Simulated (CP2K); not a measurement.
**MgB2 under changes of volume**

One of the cells (9.679 Å³/atom); the others are scaled copies at fixed shape and fractional positions:

```xyz
3
Lattice="3.0850 0.0000 0.0000 -1.5425 2.6717 0.0000 0.0000 0.0000 3.5230" Properties=species:S:1:pos:R:3 pbc="T T T"
Mg    0.0000    0.0000    0.0000
B     1.5425    0.8906    1.7615
B     0.0000    1.7811    1.7615
```

```yaml
Program: CP2K 2026.2
Functional: PBEsol
Potentials_or_basis: POTENTIAL_UZH Mg GTH-PBE-q10, B GTH-PBE-q3; TZVP-MOLOPT-PBE-GTH basis
Density_cutoff: 19048 eV
k_mesh: 10 × 10 × 8
Occupations: fermi-dirac, width 0.05 eV
Spin: no spin polarisation
```

| volume (Å³/atom) | energy over the lowest point (meV/atom) | pressure (GPa) |
| --- | --- | --- |
| 9.098 | ? | ? |
| 9.292 | 5.48 | 5.6 |
| 9.485 | 0.76 | 2.2 |
| 9.679 | 0.00 | -0.9 |
| 9.873 | 2.85 | -3.8 |
| 10.066 | 8.95 | -6.4 |
| 10.260 | 18.11 | -8.8 |

Q: What does the run at 9.098 Å³/atom give?

A: Energy over the lowest point 14.49 meV/atom; pressure 9.4 GPa.

Worked out: A Birch-Murnaghan fit of order 3 (a polynomial in V^(-2/3)) to the other rows has its minimum at 9.62 Å³/atom with B0 = V·E''(V) = 152 GPa and B' = 3.6 at fixed shape and positions, which overstates the stiffness. It gives 14.56 meV/atom at 9.098 Å³/atom, against the run's 14.49, and -dE/dV = 9.4 GPa, against 9.4.

Energies are extrapolated to zero smearing.

Caveats: the potentials were made for another functional, which shifts forces and pressure; the basis of atomic orbitals isn't converged, which shifts pressures, moduli and gaps.
